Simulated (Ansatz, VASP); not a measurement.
**One calculation of Li2S, two programs**

The input INCAR:

```
SYSTEM = Li2S
PREC = Accurate
ENCUT = 520
EDIFF = 1E-6
ISMEAR = 0
SIGMA = 0.02
LREAL = .FALSE.
LASPH = .TRUE.
NELM = 100
ALGO = Normal
ISIF = 2
LWAVE = .FALSE.
LCHARG = .TRUE.
GGA = PE
LELF = .TRUE.
LVHAR = .TRUE.
NBANDS = 13
```

The input KPOINTS:

```
regular mesh
0
G
  8 8 8
  0 0 0
```

Contents of POSCAR:

```
Li2S
1.0
    0.0000000000      2.7945788862      2.7945788862
    2.7945788862      0.0000000000      2.7945788862
    2.7945788862      2.7945788862      0.0000000000
Li S
2 1
Direct
    0.2500000000      0.2500000000      0.2500000000
    0.7500000000      0.7500000000      0.7500000000
    0.0000000000      0.0000000000      0.0000000000
```

Input for Ansatz:

```yaml
crystal:
  lattice:
    - [0.0, 2.7945788862, 2.7945788862]
    - [2.7945788862, 0.0, 2.7945788862]
    - [2.7945788862, 2.7945788862, 0.0]
  atoms:
    - { symbol: Li, position: [0.25, 0.25, 0.25] }
    - { symbol: Li, position: [0.75, 0.75, 0.75] }
    - { symbol: S, position: [0.0, 0.0, 0.0] }
basis:
  ecutwfc: 420
kpoints:
  mp_grid: { grid: [8, 8, 8] }
hamiltonian:
  xc: pbe
scf:
  occupations: { method: gaussian, width: 0.02 }
output:
  forces: true
  stress: true
  eigenvalues: true
```

Alike in both runs: task single point; functional PBE; k mesh 8 × 8 × 8; occupations gaussian, width 0.02 eV; no spin polarisation.

```csv
,VASP,Ansatz
version,VASP 6.6.1,Ansatz 0.2.0
potentials or method,"VASP PAW PBE potentials, release 64 (Li_sv, S)","scalar-relativistic, plane waves, PAW"
plane-wave cutoff (eV),520,420
valence electrons in the cell,12,12
```

VASP gave:

| Property | Result |
| --- | --- |
| gap on the k mesh at the Fermi level (eV) | 3.35 |
| least direct gap on the mesh (eV) | 4.58 |

Question: Estimate Ansatz's values.

Answer: gap on the k mesh at the Fermi level (eV): 3.35; least direct gap on the mesh (eV): 4.57.

 A k mesh can miss the band edges.
